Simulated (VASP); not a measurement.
# Be27H in VASP: single point with PBE

Aim: the single point of Be27H with PBE.

All numbers are computed with VASP 6.6.1; they aren't measurements. Logs are shortened: lines on timing, memory, paths and dates and some standing lists are left out, and cuts for length are marked.

### 1 The slab as given

The cell holds a slab with vacuum, 28 atoms: a = 6.870 Å, b = 6.870 Å, c = 14.588 Å, α = 90.00°, β = 90.00°, γ = 60.00°.

The cell was built by a generator and needn't be a form met in nature.

### 2 Single point, PBE

Input file INCAR:

```
SYSTEM = Be27H
PREC = Accurate ; ENCUT = 520
EDIFF = 1E-6 ; ISMEAR = -1
SIGMA = 0.1 ; LREAL = Auto
LASPH = .TRUE. ; NELM = 80
ALGO = Normal ; ISIF = 2
LWAVE = .FALSE. ; LCHARG = .FALSE.
GGA = PE ; NBANDS = 48
```

Input file KPOINTS:

```
Automatic mesh
0
G
  3 3 1
  0 0 0
```

Input file POSCAR:

```
Be27H
1.0
    6.8700000000      0.0000000000      0.0000000000
    3.4350000000      5.9495950000      0.0000000000
    0.0000000000      0.0000000000     14.5884300000
Be H
27 1
Direct
    0.0000000000      0.0000000000      0.0685475000
    0.3333333000      0.0000000000      0.0685475000
    0.6666667000      0.0000000000      0.0685475000
    0.0000000000      0.3333333000      0.0685475000
    0.3333333000      0.3333333000      0.0685475000
    0.6666667000      0.3333333000      0.0685475000
    0.0000000000      0.6666667000      0.0685475000
    0.3333333000      0.6666667000      0.0685475000
    0.6666667000      0.6666667000      0.0685475000
   -0.1092352936      0.2215983901      0.1969120769
    0.2208895276      0.2216461167      0.1969717737
    0.5555898665      0.2222404723      0.1973367717
   -0.1111653953      0.5554749713      0.1951254298
    0.2209941854      0.5573984709      0.1969493068
    0.5549318549      0.5574272105      0.1969299682
   -0.1092527893      0.8876182327      0.1969431735
    0.2222404449      0.8889015260      0.1913768244
    0.5549756865      0.8875765884      0.1969600507
   -0.0030824871      0.0014359856      0.3227460124
    0.3347989020      0.0014885805      0.3228205361
    0.6670717243     -0.0009831559      0.3247761227
   -0.0027732028      0.3389116677      0.3226188144
    0.3323711395      0.3337190480      0.3248138112
    0.6670808602      0.3338053216      0.3246900245
   -0.0028919001      0.6637975698      0.3226344844
    0.3348165546      0.6635803565      0.3227863046
    0.6722128148      0.6638563060      0.3226031602
    0.2220806200      0.8887438305      0.3789868356
```

Potentials or basis: VASP PAW PBE potentials, release 64 (Be, H).

Started as:

```
> cat potpaw_PBE.64/Be/POTCAR potpaw_PBE.64/H/POTCAR > POTCAR
> mpirun -np 1 vasp_std > vasp.out
```

OUTCAR:

```text
SYSTEM = Be27H
   PREC = Accurate
   ENCUT = 520
   EDIFF = 1E-6
   ISMEAR = -1
   LREAL = Auto
   LASPH = .TRUE.
   NELM = 80
   ISIF = 2
   GGA = PE

 ion  position               nearest neighbor table
   1  0.000  0.000  0.069-  17 2.23   3 2.29   2 2.29   6 2.29   7 2.29   8 2.29   4 2.29  10 2.29
                            16 2.29
   2  0.333  0.000  0.069-  17 2.23   1 2.29   5 2.29   8 2.29   4 2.29   9 2.29   3 2.29  18 2.29
                            11 2.29
   3  0.667  0.000  0.069-   1 2.29   6 2.29   7 2.29   9 2.29   5 2.29   2 2.29  12 2.30  16 2.30
                            18 2.30
   4  0.000  0.333  0.069-  13 2.27  10 2.29  11 2.29   6 2.29   5 2.29   2 2.29   1 2.29   9 2.29
                             7 2.29
   5  0.333  0.333  0.069-   4 2.29   2 2.29   3 2.29   7 2.29   6 2.29   8 2.29  12 2.30  14 2.30
                            11 2.30
   6  0.667  0.333  0.069-   4 2.29   3 2.29   1 2.29   5 2.29   8 2.29   9 2.29  12 2.30  10 2.30
                            15 2.30
   7  0.000  0.667  0.069-  13 2.27  16 2.29  14 2.29   9 2.29   8 2.29   3 2.29   1 2.29   5 2.29
                             4 2.29
   8  0.333  0.667  0.069-  17 2.23   7 2.29   1 2.29   2 2.29   9 2.29   6 2.29   5 2.29  15 2.29
                            14 2.29
   9  0.667  0.667  0.069-  13 2.27  15 2.29  18 2.29   7 2.29   3 2.29   2 2.29   4 2.29   8 2.29
                             6 2.29
  10  0.891  0.222  0.197-  19 2.26  22 2.27  11 2.27  17 2.28  13 2.29   4 2.29   1 2.29  24 2.29
                            16 2.29   6 2.30  12 2.30  15 2.31
  11  0.221  0.222  0.197-  20 2.26  22 2.27  10 2.27  17 2.28  13 2.29   4 2.29  23 2.29   2 2.29
                            18 2.30   5 2.30  12 2.30  14 2.31
[... 14 lines left out ...]
  19  0.997  0.001  0.323-  28 1.57  16 2.25  10 2.26  21 2.27  24 2.27  25 2.32  22 2.32  26 2.32
                            20 2.32  17 2.34
  20  0.335  0.001  0.323-  28 1.57  11 2.26  18 2.26  23 2.27  21 2.27  22 2.32  27 2.32  26 2.32
                            19 2.32  17 2.34
  21  0.667  0.999  0.325-  20 2.27  19 2.27  12 2.28  27 2.29  25 2.29  18 2.29  16 2.29  23 2.30
                            24 2.30
  22  0.997  0.339  0.323-  25 2.23  27 2.23  13 2.26  11 2.27  10 2.27  23 2.29  24 2.29  20 2.32
                            19 2.32
  23  0.332  0.334  0.325-  20 2.27  26 2.27  22 2.29  12 2.29  25 2.29  11 2.29  14 2.29  21 2.30
                            24 2.30
  24  0.667  0.334  0.325-  26 2.27  19 2.27  12 2.28  27 2.29  22 2.29  15 2.29  10 2.29  23 2.30
                            21 2.30
  25  0.997  0.664  0.323-  22 2.23  27 2.23  13 2.26  16 2.27  14 2.27  21 2.29  23 2.29  19 2.32
                            26 2.32
  26  0.335  0.664  0.323-  28 1.57  14 2.25  15 2.26  24 2.27  23 2.27  27 2.32  25 2.32  19 2.32
                            20 2.32  17 2.34
  27  0.672  0.664  0.323-  25 2.23  22 2.23  13 2.26  18 2.27  15 2.27  21 2.29  24 2.29  20 2.32
                            26 2.32
  28  0.222  0.889  0.379-  26 1.57  19 1.57  20 1.57

  LATTYP: Found a hexagonal cell.
 ALAT       =     6.8700004122
 C/A-ratio  =     2.1234976892

  Lattice vectors:

 A1 = (  -3.4350000000,  -5.9495950000,   0.0000000000)
 A2 = (   6.8700000000,   0.0000000000,   0.0000000000)
 A3 = (   0.0000000000,   0.0000000000,  14.5884300000)

Analysis of symmetry for initial positions (statically):
=====================================================================
 Subroutine PRICEL returns:
 Original cell was already a primitive cell.

 Routine SETGRP: Setting up the symmetry group for a
 hexagonal supercell.

 Subroutine GETGRP returns: Found  1 space group operations
 (whereof  1 operations were pure point group operations)
 out of a pool of 24 trial point group operations.

The static configuration has the point symmetry C_1 .

Analysis of symmetry for dynamics (positions and initial velocities):
=====================================================================
 Subroutine PRICEL returns:
 Original cell was already a primitive cell.

 Routine SETGRP: Setting up the symmetry group for a
 hexagonal supercell.

 Subroutine GETGRP returns: Found  1 space group operations
 (whereof  1 operations were pure point group operations)
 out of a pool of 24 trial point group operations.

The dynamic configuration has the point symmetry C_1 .

 Subroutine INISYM returns: Found  1 space group operations
 (whereof  1 operations are pure point group operations),
 and found     1 'primitive' translations

----------------------------------------------------------------------------------------

                                     Primitive cell

  volume of cell :     596.2834

  direct lattice vectors                    reciprocal lattice vectors
     6.870000000  0.000000000  0.000000000     0.145560408 -0.084039334  0.000000000
     3.435000000  5.949595000  0.000000000     0.000000000  0.168078668  0.000000000
     0.000000000  0.000000000 14.588430000     0.000000000  0.000000000  0.068547472

  length of vectors
     6.870000000  6.870000412 14.588430000     0.168078678  0.168078668  0.068547472

  position of ions in fractional coordinates (direct lattice)
     0.000000000  0.000000000  0.068547500
     0.333333300  0.000000000  0.068547500
     0.666666700  0.000000000  0.068547500
     1.000000000  0.333333300  0.068547500
     0.333333300  0.333333300  0.068547500
     0.666666700  0.333333300  0.068547500
[... 20 lines left out ...]
     0.672212815  0.663856306  0.322603160
     0.222080620  0.888743830  0.378986836

  ion indices of the primitive-cell ions
   primitive index   ion index
                 1           1
                 2           2
                 3           3
                 4           4
                 5           5
                 6           6
[... 20 lines left out ...]
                27          27
                28          28

----------------------------------------------------------------------------------------

 KPOINTS: Automatic mesh

Automatic generation of k-mesh.
 Grid dimensions read from file:
 generate k-points for:    3    3    1

 Generating k-lattice:

  Cartesian coordinates                     Fractional coordinates (reciprocal lattice)
     0.048520136 -0.028013111  0.000000000     0.333333333 -0.000000000  0.000000000
     0.000000000  0.056026223  0.000000000     0.000000000  0.333333333  0.000000000
     0.000000000  0.000000000  0.068547472     0.000000000  0.000000000  1.000000000

  Length of vectors
     0.056026226  0.056026223  0.068547472

  Shift w.r.t. Gamma in fractional coordinates (k-lattice)
     0.000000000  0.000000000  0.000000000

 Subroutine IBZKPT returns following result:
 ===========================================

 Found      5 irreducible k-points:

 Following reciprocal coordinates:
            Coordinates               Weight
  0.000000  0.000000  0.000000      1.000000
  0.333333 -0.000000  0.000000      2.000000
  0.333333  0.333333  0.000000      2.000000
  0.000000  0.333333  0.000000      2.000000
 -0.333333  0.333333  0.000000      2.000000
   k-points           NKPTS =      5   k-points in BZ     NKDIM =      5   number of bands    NBANDS=     48
   number of dos      NEDOS =    301   number of ions     NIONS =     28
   total plane-waves  NPLWV = 314928
   dimension x,y,z NGX =    54 NGY =   54 NGZ =  108
   dimension x,y,z NGXF=   108 NGYF=  108 NGZF=  216
   ions per type =              27   1
   NGX,Y,Z   is equivalent  to a cutoff of  13.07, 13.07, 12.31 a.u.
   NGXF,Y,Z  is equivalent  to a cutoff of  26.13, 26.13, 24.61 a.u.
 SYSTEM =  Be27H
   PREC   = accura    normal or accurate (medium, high low for compatibility)
   ISTART =      0    job   : 0-new  1-cont  2-samecut
   ICHARG =      2    charge: 1-file 2-atom 10-const
   ISPIN  =      1    spin polarized calculation?
   LNONCOLLINEAR =      F non collinear calculations
   LSORBIT =      F    spin-orbit coupling
   LASPH  =      T    aspherical Exc in radial PAW
   ENCUT  =  520.0 eV  38.22 Ry    6.18 a.u.  12.77 12.77 27.12*2*pi/ulx,y,z
   NELM   =     80;   NELMIN=  2; NELMDL= -5     # of ELM steps
   EDIFF  = 0.1E-05   stopping-criterion for ELM
   LREAL  =      T    real-space projection
   EDIFFG = 0.1E-04   stopping-criterion for IOM
   NSW    =      0    number of steps for IOM
   IBRION =     -1    ionic relax: 0-MD 1-quasi-New 2-CG
   NFREE  =      0    steps in history (QN), initial steepest desc. (CG)
   ISIF   =      2    stress and relaxation
   ISYM   =      2    0-nonsym 1-usesym 2-fastsym
   POTIM  = 0.5000    time-step for ionic-motion
   TEBEG  =    0.0;   TEEND  =   0.0 temperature during run
   PSTRESS=    0.0 pullay stress
   NELECT =      55.0000    total number of electrons
   NUPDOWN=      -1.0000    fix difference up-down
   EMIN   =  10.00;   EMAX   =-10.00  energy-range for DOS
   EFERMI =   0.00;   METHOD = LEGACY
   ISMEAR =    -1;   SIGMA  =   0.10  broadening in eV -4-tet -1-fermi 0-gaus
   EFERMI_NEDOS =   21; number of points for ismear=-14 and -15
   IALGO  =     38    algorithm
   IMIX   =      4    mixing-type and parameters
     AMIX     =   0.40;   BMIX     =  1.00
     AMIX_MAG =   1.60;   BMIX_MAG =  1.00
  volume/ion in A,a.u.               =      21.30       143.71
  Fermi-wavevector in a.u.,A,eV,Ry     =   0.739682  1.397796  7.444141  0.547129
  Thomas-Fermi vector in A             =   1.833903
   LORBIT       =      0    0 simple, 1 ext, 2 COOP (PROOUT), +10 PAW based schemes
   GGA     = PE    functional components
   LHFCALC =     F    Hartree Fock is set to
   AEXX    =    0.0000 exact exchange contribution
   IVDW    =     0    specifies the selected vdW correction
   LEPSILON=     F    determine dielectric tensor
   LRPA    =     F    only Hartree local field effects (RPA)
 non-spin polarized calculation
  energy-cutoff  :      520.00
  volume of cell :      596.28
 maximum number of plane-waves:     16070
 NGX is ok and might be reduce to    54
   NGX = 25   NGY = 25   NGZ = 55

 number of electron      55.0000000 magnetization

 Free energy of the ion-electron system (eV)
  ---------------------------------------------------
  ext. energy  EPLUGINS =         0.00000000
  ---------------------------------------------------
  free energy    TOTEN  =       -96.32593121 eV

  energy without entropy =      -95.97741198  energy(sigma->0) =      -96.15167160

 E-fermi :  -0.9207     XC(G=0):  -5.3001

 val. band max:       -0.9635061238   @ k =  -0.3333   0.3333   0.0000
 cond. band min:      -0.8441898631   @ k =   0.0000   0.3333   0.0000
 fundamental gap:      0.1193162608
 Fermi energy:        -0.9207269795

 k-point     1 :       0.0000    0.0000    0.0000
  band No.  band energies     occupation
      1     -10.5035      2.00000
      2      -8.8090      2.00000
      3      -7.8034      2.00000
      4      -7.2742      2.00000
      5      -7.2734      2.00000
      6      -7.2371      2.00000
[... 199 lines left out ...]
     38       3.4252      0.00000
     39       3.4863      0.00000
 [bands above 39 left out]

------------------------ aborting loop because EDIFF is reached ----------------------------------------

  FORCE on cell =-STRESS in cart. coord.  units (eV):
  Direction    XX          YY          ZZ          XY          YZ          ZX
  --------------------------------------------------------------------------------------
  -------------------------------------------------------------------------------------
  Total      -21.9105773    -21.9146768      0.1408135      0.0073558      0.0095570      0.0167011
  in kB      -58.8723954    -58.8834106      0.3783573      0.0197645      0.0256791      0.0448748
  external PRESSURE =     -39.1258162 kB  Pullay stress =       0.0000000 kB

 VOLUME and BASIS-vectors are now :
 -----------------------------------------------------------------------------
  energy-cutoff  :      520.00
  volume of cell :      596.28
      direct lattice vectors                 reciprocal lattice vectors
     6.870000000  0.000000000  0.000000000     0.145560408 -0.084039334  0.000000000
     3.435000000  5.949595000  0.000000000     0.000000000  0.168078668  0.000000000
     0.000000000  0.000000000 14.588430000     0.000000000  0.000000000  0.068547472

 POSITION                                       TOTAL-FORCE (eV/Angst)
 -----------------------------------------------------------------------------------
      0.00000      0.00000      1.00000        -0.059481      0.033325     -0.004348
      2.29000      0.00000      1.00000         0.059818      0.034597     -0.003554
      4.58000      0.00000      1.00000        -0.000400      0.008813     -0.037861
      1.14500      1.98320      1.00000         0.000680     -0.046576      0.031485
      3.43500      1.98320      1.00000         0.007335     -0.004850     -0.037753
      5.72500      1.98320      1.00000        -0.008244     -0.004445     -0.038788
[... 20 lines left out ...]
      6.89845      3.94968      4.70627        -0.003840      0.001184      0.006413
      4.57853      5.28767      5.52882         0.002751      0.002307      0.005005
 -----------------------------------------------------------------------------------
    total drift:                                0.000050     -0.000177      0.003571

  FREE ENERGIE OF THE ION-ELECTRON SYSTEM (eV)
  ---------------------------------------------------
  free  energy   TOTEN  =       -96.3259312141 eV

  energy  without entropy=      -95.9774119812  energy(sigma->0) =      -96.15167160
```

Wall time 4.5 min (1 thread of Intel Xeon 6975P-C (Granite Rapids), shared host); peak memory 0.64 GiB.

Results:

```
Free energy            : -96.3259 eV
Largest force          : 0.069 eV/Å
Band gap on the k mesh : none (metal or under the smearing width)
```

Forces in eV/Å, atoms in the order of the input:
```
Be  -0.059  0.033 -0.004
Be   0.060  0.035 -0.004
Be   0.000  0.009 -0.038
Be   0.001 -0.047  0.031
Be   0.007 -0.005 -0.038
Be  -0.008 -0.004 -0.039
Be   0.039  0.022  0.032
Be  -0.001 -0.068 -0.004
Be  -0.040  0.024  0.032
Be  -0.002  0.005 -0.002
Be   0.004  0.003 -0.008
Be  -0.004 -0.002 -0.004
Be   0.002  0.001  0.005
Be  -0.005 -0.003 -0.004
Be   0.002 -0.004 -0.005
Be  -0.005 -0.001 -0.005
Be  -0.002 -0.002  0.013
Be   0.005  0.001 -0.007
Be  -0.002  0.003  0.005
Be   0.002  0.001  0.003
Be   0.001  0.005  0.004
Be  -0.004 -0.005  0.005
Be   0.005 -0.001  0.003
Be  -0.003 -0.004  0.008
Be   0.007  0.003  0.004
Be   0.000 -0.004  0.003
Be  -0.004  0.001  0.006
H    0.003  0.002  0.005
```

Levels at points of the mesh, in eV from the Fermi level:
```csv
k point,band 24,band 25,band 26,band 27,band 28,band 29,band 30,band 31
"(0.00, 0.00, 0.00)",-0.57,-0.12,-0.12,0.27,0.83,0.91,0.96,1.50
```
